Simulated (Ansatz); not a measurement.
ZnTe (zinc blende)

```xyz
2
Lattice="0.0000 3.0329 3.0329 3.0329 0.0000 3.0329 3.0329 3.0329 0.0000" Properties=species:S:1:pos:R:3 pbc="T T T"
Te     1.5165     1.5165     1.5165
Zn     0.0000     0.0000     0.0000
```

E(V) scan at fixed shape, V₀ the volume above. Symmetry pins the atoms to their sites.

The numbers are results of PBEsol (plane waves to 420 eV, PAW, scalar-relativistic; Ansatz, a first-principles code), not measurements. k mesh 10×10×10 (Γ-centred), Fermi-Dirac smearing 0.05 eV. E stands for the smeared free energy. Spin-orbit coupling is left out, though Te is heavy. ZnTe was relaxed with its symmetry unable to fall. ΔE is measured from the relaxed starting cell.

```tsv
V (Å³/atom)	ΔE (meV/atom)
23.435	155.7
24.180	101.9
24.923	61.6
25.667	32.8
26.411	13.8
27.155	3.3
27.899	0.0
28.643	3.0
29.387	11.3
30.131	24.3
30.875	41.2
31.619	61.5
32.363	84.7
```

**Question.** What is the fitted pressure derivative B₀′?

**Answer.** 4.7.

**Question.** What bulk modulus B₀ follows from a third-order Birch-Murnaghan fit?

**Answer.** 50.3 GPa. Check by three points about V = 27.899 Å³/atom, step 0.744: d²E/dV² ≈ (3.3 − 2·0.0 + 3.0) meV / 0.744² = 0.0114 eV/Å⁶, and V·d²E/dV² × 160.2 = 50.9 GPa.

(A scan under strain: stresses follow from slopes of the energy per volume, elastic moduli from its curvatures.)
